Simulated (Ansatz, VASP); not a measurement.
LiH: VASP beside Ansatz

```
Li H
1.0
     0.00000    2.11380    2.03250
     2.11380    0.00000    2.03250
     2.11380    2.11380    0.00000
Li H
1 1
Direct
  0.00000 0.00000 0.00000
  0.50000 0.50000 0.50000
```

Change from the starting cell: strain +0.040 along x and y, +0.000 along z, atoms carried along.

Alike in both runs: task single point; functional PBEsol; k mesh 10 × 10 × 10; occupations gaussian, width 0.05 eV; no spin polarisation.

|  | VASP | Ansatz |
| --- | --- | --- |
| version | VASP 6.6.1 | Ansatz 0.2.0 |
| potentials or method | VASP PAW PBE potentials, release 64 (Li_sv, H) | scalar-relativistic, plane waves, PAW |
| plane-wave cutoff (eV) | 520 | 420 |
| valence electrons in the cell | 4 | 4 |

|  | VASP | Ansatz | Ansatz less VASP |
| --- | --- | --- | --- |
| gap on the k mesh at the Fermi level (eV) | 2.49 | 2.49 | +0.002 |
| least direct gap on the mesh (eV) | 2.77 | 2.78 | +0.004 |

The functional is the same, so the differences come from potentials, cutoffs and numerics.

 A k mesh can miss the band edges.
